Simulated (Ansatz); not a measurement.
System: zinc-blende ZnTe. Method: PBE (plane waves, PAW; Ansatz, an electronic-structure program).

Run with plane-wave cutoff 520 eV, 10×10×10 k mesh, Fermi–Dirac smearing 0.01 eV, scalar-relativistic PAW data made under PBE.

The cell has the measured lattice: a = 6.0890 Å, b = 6.0890 Å, c = 6.0890 Å, α = 90.00°, β = 90.00°, γ = 90.00°.

Question: What does this level give for the band gap?

Answer: 
- band gap: 1.28 eV

Measured, for comparison: band gap 2.43 eV (zero-point renormalisation of 40 meV (experimental, the table's column) added back here, direct; inputs from Miglio et al. (2020), arXiv:2011.12765).

Note: cell and atoms aren't relaxed at this level (pressure 2.1 GPa).

Spin–orbit coupling is not included; with these elements it can move the gap by several tenths of an eV or more.

Computed values are for the static lattice.

It cost roughly 12 core-seconds of CPU time.
